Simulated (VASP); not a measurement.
# TaN (P6_3mc) in VASP: further runs

The runs below take TaN through single point, with PBE.

Everything below comes from runs of VASP 6.6.1. Logs are shortened: lines on timing, memory, paths and dates and some standing lists are left out, and cuts for length are marked.

### 1 The structure

Symmetry: P6_3mc, No. 186, hexagonal system. The conventional cell has a = 3.069 Å, b = 3.069 Å, c = 4.970 Å, α = 90.00°, β = 90.00°, γ = 120.00°. Ta (site symmetry 3m) has 4 N at 1.86 to 1.91 Å as nearest neighbours. N (site symmetry 3m) is surrounded by 4 Ta at 1.86 to 1.91 Å.

### 2 Single point, PBE

INCAR

```
PREC = Accurate ; ENCUT = 520
EDIFF = 1E-7 ; ISMEAR = -1
SIGMA = 0.1 ; LREAL = F
LASPH = T ; NELM = 60
ALGO = Fast ; ISIF = 2
LWAVE = F ; LCHARG = F
GGA = PE ; NBANDS = 24
```

KPOINTS

```
Automatic mesh
0
Gamma
  7 7 4
```

POSCAR

```
TaN
1.0
    3.0687820000      0.0000000000      0.0000000000
   -1.5343910000      2.6576450000      0.0000000000
    0.0000000000      0.0000000000      4.9704200000
Ta N
2 2
Direct
    0.3333300000      0.6666700000      0.0000000000
    0.6666600000      0.3333300000      0.5000000000
    0.3333300000      0.6666700000      0.3850000000
    0.6666600000      0.3333300000      0.8850000000
```

Potentials or basis: VASP PAW PBE potentials, release 64 (Ta_pv, N).

Command:

```bash
$ cat potpaw_PBE.64/Ta_pv/POTCAR potpaw_PBE.64/N/POTCAR > POTCAR
$ mpirun -np 1 vasp_std > vasp.out
```

OUTCAR:

```text
PREC = Accurate
   ENCUT = 520
   EDIFF = 1E-7
   ISMEAR = -1
   LREAL = F
   LASPH = T
   NELM = 60
   ISIF = 2
   GGA = PE

 ion  position               nearest neighbor table
   1  0.333  0.667  0.000-   4 1.86   4 1.86   4 1.86   3 1.91   2 3.05   2 3.05   2 3.05   2 3.05
                             2 3.05   2 3.05
   2  0.667  0.333  0.500-   3 1.86   3 1.86   3 1.86   4 1.91   1 3.05   1 3.05   1 3.05   1 3.05
                             1 3.05   1 3.05
   3  0.333  0.667  0.385-   2 1.86   2 1.86   2 1.86   1 1.91
   4  0.667  0.333  0.885-   1 1.86   1 1.86   1 1.86   2 1.91

  LATTYP: Found a hexagonal cell.
 ALAT       =     3.0687820000
 C/A-ratio  =     1.6196719089

  Lattice vectors:

 A1 = (   3.0687820000,   0.0000000000,   0.0000000000)
 A2 = (  -1.5343910000,   2.6576450000,   0.0000000000)
 A3 = (   0.0000000000,   0.0000000000,   4.9704200000)

Analysis of symmetry for initial positions (statically):
=====================================================================
 Subroutine PRICEL returns:
 Original cell was already a primitive cell.

 Routine SETGRP: Setting up the symmetry group for a
 hexagonal supercell.

 Subroutine GETGRP returns: Found  4 space group operations
 (whereof  1 operations were pure point group operations)
 out of a pool of 24 trial point group operations.

The static configuration has the point symmetry C_1 .
 The point group associated with its full space group is C_2v.

Analysis of symmetry for dynamics (positions and initial velocities):
=====================================================================
 Subroutine PRICEL returns:
 Original cell was already a primitive cell.

 Routine SETGRP: Setting up the symmetry group for a
 hexagonal supercell.

 Subroutine GETGRP returns: Found  4 space group operations
 (whereof  1 operations were pure point group operations)
 out of a pool of 24 trial point group operations.

The dynamic configuration has the point symmetry C_1 .
 The point group associated with its full space group is C_2v.

 Subroutine INISYM returns: Found  4 space group operations
 (whereof  1 operations are pure point group operations),
 and found     1 'primitive' translations

----------------------------------------------------------------------------------------

                                     Primitive cell

[... 92 lines left out ...]
   ENCUT  =  520.0 eV  38.22 Ry    6.18 a.u.   5.71  5.71  9.24*2*pi/ulx,y,z
   NELM   =     60;   NELMIN=  2; NELMDL= -5     # of ELM steps
   EDIFF  = 0.1E-06   stopping-criterion for ELM
   LREAL  =      F    real-space projection
   EDIFFG = 0.1E-05   stopping-criterion for IOM
   NSW    =      0    number of steps for IOM
   IBRION =     -1    ionic relax: 0-MD 1-quasi-New 2-CG
   NFREE  =      0    steps in history (QN), initial steepest desc. (CG)
   ISIF   =      2    stress and relaxation
   ISYM   =      2    0-nonsym 1-usesym 2-fastsym
   POTIM  = 0.5000    time-step for ionic-motion
   TEBEG  =    0.0;   TEEND  =   0.0 temperature during run
   PSTRESS=    0.0 pullay stress
   NELECT =      32.0000    total number of electrons
   NUPDOWN=      -1.0000    fix difference up-down
   EMIN   =  10.00;   EMAX   =-10.00  energy-range for DOS
   EFERMI =   0.00;   METHOD = LEGACY
   ISMEAR =    -1;   SIGMA  =   0.10  broadening in eV -4-tet -1-fermi 0-gaus
   EFERMI_NEDOS =   21; number of points for ismear=-14 and -15
   IALGO  =     68    algorithm
   IMIX   =      4    mixing-type and parameters
     AMIX     =   0.40;   BMIX     =  1.00
     AMIX_MAG =   1.60;   BMIX_MAG =  1.00
  volume/ion in A,a.u.               =      10.13        68.39
  Fermi-wavevector in a.u.,A,eV,Ry     =   1.513002  2.859159 31.146111  2.289175
  Thomas-Fermi vector in A             =   2.622851
   LORBIT       =      0    0 simple, 1 ext, 2 COOP (PROOUT), +10 PAW based schemes
   GGA     = PE    functional components
   LHFCALC =     F    Hartree Fock is set to
   AEXX    =    0.0000 exact exchange contribution
   IVDW    =     0    specifies the selected vdW correction
   LEPSILON=     F    determine dielectric tensor
   LRPA    =     F    only Hartree local field effects (RPA)
 non-spin polarized calculation
 RMM-DIIS sequential band-by-band and
  energy-cutoff  :      520.00
  volume of cell :       40.54
 maximum number of plane-waves:      1108
   NGX = 11   NGY = 11   NGZ = 19

 number of electron      32.0000001 magnetization

 Free energy of the ion-electron system (eV)
  ---------------------------------------------------
  ext. energy  EPLUGINS =         0.00000000
  ---------------------------------------------------
  free energy    TOTEN  =       -38.31625724 eV

  energy without entropy =      -38.27018102  energy(sigma->0) =      -38.29321913

 E-fermi :   9.5376     XC(G=0): -13.4411

 val. band max:        9.4429745220   @ k =   0.0000   0.2857   0.2500
 cond. band min:       9.5701282154   @ k =   0.0000   0.4286   0.2500
 fundamental gap:      0.1271536935
 Fermi energy:         9.5375885259

 k-point     1 :       0.0000    0.0000    0.0000
  band No.  band energies     occupation
      1     -26.4975      2.00000
      2     -25.4430      2.00000
      3     -25.4430      2.00000
      4     -25.2639      2.00000
      5     -25.2638      2.00000
      6     -25.2285      2.00000
[... 637 lines left out ...]
     23      16.8550      0.00000
     24      17.6788      0.00000

 [... further k-points ...]

------------------------ aborting loop because EDIFF is reached ----------------------------------------

  FORCE on cell =-STRESS in cart. coord.  units (eV):
  Direction    XX          YY          ZZ          XY          YZ          ZX
  --------------------------------------------------------------------------------------
  -------------------------------------------------------------------------------------
  Total       34.2435931     34.2461587     27.9303298      0.0000000      0.0000000      0.0000000
  in kB     1353.4238180   1353.5252194   1103.9020787      0.0000000      0.0000000      0.0000000
  external PRESSURE =    1270.2837054 kB  Pullay stress =       0.0000000 kB

 VOLUME and BASIS-vectors are now :
 -----------------------------------------------------------------------------
  energy-cutoff  :      520.00
  volume of cell :       40.54
      direct lattice vectors                 reciprocal lattice vectors
     3.068782000  0.000000000  0.000000000     0.325862182  0.188136489  0.000000000
    -1.534391000  2.657645000  0.000000000     0.000000000  0.376272979  0.000000000
     0.000000000  0.000000000  4.970420000     0.000000000  0.000000000  0.201190241

 POSITION                                       TOTAL-FORCE (eV/Angst)
 -----------------------------------------------------------------------------------
     -0.00002      1.77177      0.00000         0.000000     -0.000630      2.104652
      1.53438      0.88587      2.48521        -0.000000      0.000630      2.104652
     -0.00002      1.77177      1.91361         0.000000     -0.000565     -2.104652
      1.53438      0.88587      4.39882        -0.000000      0.000565     -2.104652
 -----------------------------------------------------------------------------------
    total drift:                                0.000000      0.000000      0.000365

  FREE ENERGIE OF THE ION-ELECTRON SYSTEM (eV)
  ---------------------------------------------------
  free  energy   TOTEN  =       -38.3162572351 eV

  energy  without entropy=      -38.2701810220  energy(sigma->0) =      -38.29321913
```

OSZICAR:

```text
N       E                     dE             d eps       ncg     rms          rms(c)
DAV:   1     0.288935736686E+03    0.28894E+03   -0.17759E+04  2312   0.143E+03
DAV:   2    -0.314577918490E+02   -0.32039E+03   -0.30588E+03  2736   0.427E+02
DAV:   3    -0.453678794140E+02   -0.13910E+02   -0.13755E+02  2936   0.882E+01
DAV:   4    -0.454942552263E+02   -0.12638E+00   -0.12626E+00  2544   0.899E+00
DAV:   5    -0.454955351540E+02   -0.12799E-02   -0.12797E-02  2944   0.800E-01    0.580E+01
RMM:   6    -0.383214937732E+02    0.71740E+01   -0.20167E+01  2661   0.225E+01    0.261E+01
RMM:   7    -0.383487284293E+02   -0.27235E-01   -0.21544E+00  2954   0.896E+00    0.115E+01
RMM:   8    -0.383162451802E+02    0.32483E-01   -0.14902E-01  2899   0.224E+00    0.435E-01
RMM:   9    -0.383161735055E+02    0.71675E-04   -0.47982E-02  2998   0.987E-01    0.166E-01
RMM:  10    -0.383161734096E+02    0.95887E-07   -0.46516E-03  2934   0.461E-01    0.528E-02
RMM:  11    -0.383162432474E+02   -0.69838E-04   -0.10645E-03  3141   0.161E-01    0.198E-02
RMM:  12    -0.383162591707E+02   -0.15923E-04   -0.18277E-04  3221   0.621E-02    0.197E-02
RMM:  13    -0.383162581108E+02    0.10599E-05   -0.41027E-05  2894   0.348E-02    0.141E-02
RMM:  14    -0.383162572964E+02    0.81437E-06   -0.56430E-06  2977   0.156E-02    0.291E-03
RMM:  15    -0.383162572227E+02    0.73771E-07   -0.12352E-06  2739   0.582E-03    0.709E-04
RMM:  16    -0.383162572351E+02   -0.12400E-07   -0.14891E-07  1886   0.183E-03
   1 F= -.38316257E+02 E0= -.38293219E+02  d E =-.460762E-01
```

stdout:

```text
POSCAR found type information on POSCAR TaN
 POSCAR found :  2 types and       4 ions
 scaLAPACK will be used
 LDA part: xc-table for (Slater+PW92), standard interpolation
 POSCAR, INCAR and KPOINTS ok, starting setup
 FFT: planning ... GRIDC
 FFT: planning ... GRID_SOFT
 FFT: planning ... GRID
 WAVECAR not read
 entering main loop
```

It took 32 s on 1 thread of AMD EPYC 9R45 (Zen 5), shared host; peak memory 0.15 GiB.

What came out:

* Free energy: -38.3163 eV
* Pressure: 127.0 GPa
* Largest force: 2.105 eV/Å
* Band gap on the k mesh: none (metal or under the smearing width)

Forces on the atoms (eV/Å):
```
Ta   0.000 -0.001  2.105
Ta   0.000  0.001  2.105
N    0.000 -0.001 -2.105
N    0.000  0.001 -2.105
```

Levels at points of the mesh, in eV from the Fermi level:
```csv
k point,band 13,band 14,band 15,band 16,band 17,band 18,band 19,band 20
"(0.00, 0.00, 0.00)",-7.73,-7.51,-0.75,-0.75,-0.34,2.13,2.66,2.66
"(0.00, 0.00, 0.50)",-8.29,-8.29,1.23,1.23,1.23,1.23,1.88,1.88
```

Caveat: a pressure of tens of GPa on the cell as given is suspect, and the run, the potentials or the cell itself is likely at fault; forces of over 1 eV/Å show positions far from the minimum, so gaps and moduli don't describe the material at rest. The run has no spin-orbit coupling, so splittings on Ta are missing.

### 3 Single point, PBE

INCAR

```
ALGO = Normal ; EDIFF = 1E-6
ENCUT = 520 ; GGA = PE
ISIF = 2 ; ISMEAR = 0
LASPH = T ; LCHARG = F
LREAL = F ; LWAVE = F
NBANDS = 24 ; NELM = 60
PREC = Accurate ; SIGMA = 0.1
```

KPOINTS

```
k-points
0
Gamma
  7 7 4
```

POSCAR is that of step 2.

Potentials or basis: VASP PAW PBE potentials, release 64 (Ta_pv, N).

Command:

```bash
$ cat potpaw_PBE.64/Ta_pv/POTCAR potpaw_PBE.64/N/POTCAR > POTCAR
$ mpirun -np 1 vasp_std > vasp.out
```

It took 22 s on 1 thread of AMD EPYC 9R45 (Zen 5), shared host; peak memory 0.15 GiB.

The run converged. Its results:

- Free energy: -38.2963 eV
- Pressure: 126.8 GPa
- Largest force: 1.981 eV/Å
- Band gap on the k mesh: none (metal or under the smearing width)

Forces in eV/Å, atoms in the order of the input:
```
Ta   0.000 -0.001  1.981
Ta   0.000  0.001  1.981
N    0.000 -0.001 -1.981
N    0.000  0.001 -1.981
```

Stress tensor (GPa, compression positive):
```
135.47   0.00   0.00
  0.00 135.48   0.00
  0.00   0.00 109.58
```

Levels at points of the mesh, in eV from the Fermi level:
| k point | band 13 | band 14 | band 15 | band 16 | band 17 | band 18 | band 19 | band 20 |
| --- | --- | --- | --- | --- | --- | --- | --- | --- |
| (0.00, 0.00, 0.00) | -7.71 | -7.49 | -0.73 | -0.73 | -0.32 | 2.15 | 2.68 | 2.68 |
| (0.00, 0.00, 0.50) | -8.28 | -8.28 | 1.25 | 1.25 | 1.25 | 1.25 | 1.90 | 1.90 |

Caveat: a pressure of tens of GPa on the cell as given is suspect, and the run, the potentials or the cell itself is likely at fault; forces of over 1 eV/Å show positions far from the minimum, so gaps and moduli don't describe the material at rest. Spin-orbit coupling is left out, which matters for the levels of Ta.

### 4 Single point, PBE

INCAR

```
  PREC = Accurate
  ENCUT = 520
  EDIFF = 1E-6
  ISMEAR = -5
  SIGMA = 0.1
  LREAL = F
  LASPH = T
  NELM = 80
  ALGO = Normal
  ISIF = 2
  LWAVE = F
  LCHARG = T
  GGA = PE
  LELF = T
  LVHAR = T
  NBANDS = 24
```

KPOINTS

```
regular mesh
0
Gamma
  10 10 6
```

POSCAR is that of step 3.

Command:

```bash
$ cat potpaw_PBE.64/Ta_pv/POTCAR potpaw_PBE.64/N/POTCAR > POTCAR
$ mpirun -np 1 vasp_std > vasp.out
```

Wall time 55 s (1 thread of AMD EPYC 9R45 (Zen 5), shared host); peak memory 0.21 GiB.

The run converged. Its results:

```
Free energy            : -38.2763 eV
Pressure               : 126.9 GPa
Largest force          : 2.404 eV/Å
Band gap on the k mesh : none (metal or under the smearing width)
```

Forces on the atoms (eV/Å):
```
Ta   0.000 -0.003  2.404
Ta   0.000  0.003  2.404
N    0.000 -0.002 -2.404
N    0.000  0.002 -2.404
```

Stress tensor (GPa, compression positive):
```
134.63   0.00   0.00
  0.00 134.65   0.00
  0.00   0.00 111.57
```

Levels at points of the mesh, in eV from the Fermi level:
```tsv
k point	band 12	band 13	band 14	band 15	band 16	band 17	band 18	band 19	band 20	band 21
(0.00, 0.00, 0.00)	-7.74	-7.74	-7.50	-0.75	-0.75	-0.34	2.14	2.66	2.66	4.58
(0.50, 0.00, 0.00)	-6.28	-6.13	-5.17	-2.38	-0.98	0.45	1.44	2.02	3.74	4.28
(0.00, 0.50, 0.00)	-6.28	-6.13	-5.17	-2.38	-0.98	0.45	1.44	2.02	3.74	4.28
(0.00, 0.00, 0.50)	-8.30	-8.30	-8.30	1.24	1.24	1.24	1.24	1.88	1.88	6.63
(0.50, 0.00, 0.50)	-6.44	-6.40	-6.40	-0.43	-0.43	2.14	2.14	2.27	2.27	4.92
(0.00, 0.50, 0.50)	-6.44	-6.40	-6.40	-0.43	-0.43	2.14	2.14	2.27	2.27	4.92
```

Caveat: a pressure of tens of GPa on the cell as given is suspect, and the run, the potentials or the cell itself is likely at fault; forces of over 1 eV/Å show positions far from the minimum, so gaps and moduli don't describe the material at rest; tetrahedron occupations give inexact forces and stress in metals. Spin-orbit coupling is left out, which matters for the levels of Ta.

### 5 The runs side by side

```csv
k mesh,smearing,gap on the mesh (eV),pressure (GPa),largest force (eV/Å)
7 × 7 × 4,fermi-dirac 0.1 eV,none,127.0,2.10
7 × 7 × 4,gaussian 0.1 eV,none,126.8,1.98
10 × 10 × 6,tetrahedron,none,126.9,2.40
```

Alike in all rows: task single point; level PBE; potentials or basis VASP PAW PBE potentials, release 64 (Ta_pv, N); no spin polarisation; cell as given; cutoff (eV) 520.

Every run on the cell as given and a fine mesh finds a metal.

Caveats: a pressure of tens of GPa on the cell as given is suspect, and the run, the potentials or the cell itself is likely at fault; forces of over 1 eV/Å show positions far from the minimum, so gaps and moduli don't describe the material at rest; tetrahedron occupations give inexact forces and stress in metals (some runs).

Absolute energies hang on the potentials; compare differences alone.
